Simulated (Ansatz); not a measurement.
Crystal: MoS2.

```
CELL_PARAMETERS angstrom
3.22746 0.00000 0.00000
-1.61373 2.79507 0.00000
0.00000 0.00000 6.31247
ATOMIC_POSITIONS crystal
Mo 0.00000 0.00000 0.50000
S 0.66667 0.33333 0.74468
S 0.33333 0.66667 0.25532
```

Measurements of this composition are mostly on another form, of space group No. 194.

Base run:

* Program: Ansatz 0.2.0
* Functional: PBEsol
* Potentials or basis: all-electron LAPW, scalar-relativistic
* Cutoff: 258 eV
* Density cutoff: 1034 eV
* Basis error allowed: 0.001 eV/atom
* k mesh: 9 × 9 × 4
* Occupations: fermi-dirac, width 0.05 eV
* Spin: no spin polarisation

Its results: pressure -3.4 GPa; largest force 0.020 eV/Å.

Q: After a change of settings the same cell gave: pressure -5.9 GPa; largest force 0.151 eV/Å. Which change was it?
A. functional from PBEsol to LDA; basis error allowed from 0.001 eV/atom to 0.002 eV/atom
B. basis error allowed from 0.001 eV/atom to 0.002 eV/atom
C. basis error allowed from 0.001 eV/atom to 0.002 eV/atom; hubbard terms from none to Mo d U = 4 eV

A: A.

Caveats: this functional lacks dispersion, which binds the layers, so the pressure and a relaxed spacing across them are unreliable (some runs).

Not every run made on this cell is shown here.
